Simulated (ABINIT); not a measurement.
A run of ABINIT 10.8.3 (patched build):

Contents of run.abi:

```
pp_dirpath "./"
pseudos "Ti.upf, C.upf"

acell 3*1.0
rprim
     0.0000000000     4.0926154775     4.0926154775
     4.0926154775     0.0000000000     4.0926154775
     4.0926154775     4.0926154775     0.0000000000
ntypat 2
znucl 22 6
natom 2
typat 1 2
chkprim 0
chksymtnons 0
tolsym 1.0e-6
xred
            0.0            0.0            0.0
            1/2            1/2            1/2

ecut 42.0
ecutsm 0.5

kptopt 1
ngkpt 8 8 8
nshiftk 1
shiftk 0.0 0.0 0.0

ixc 7

nband 12
occopt 3
tsmear 0.05 eV

nstep 80
tolvrs 1.0e-12

iomode 3
prteig 0
prtebands 0
prtwf 0
prtden 0

ionmov 2
optcell 2
ntime 50
tolmxf 2.0e-5
dilatmx 1.08
```

Potentials or basis: PseudoDojo NC SR LDA v0.4.1 standard.

Command:

```console
$ abinit run.abi > log 2>&1
```

Hardware: 1 thread of Intel(R) Xeon(R) Platinum 8488C (Sapphire Rapids) (shared host).

**Question.** How long does it take, and how much memory?

**Answer.** It took 110 s on 1 thread of Intel(R) Xeon(R) Platinum 8488C (Sapphire Rapids), with other jobs on the host, peak memory 0.08 GiB. Counts: scf iterations 47, mpi ranks 1, k points 29, bands 12, plane waves 2269, ion steps 4.
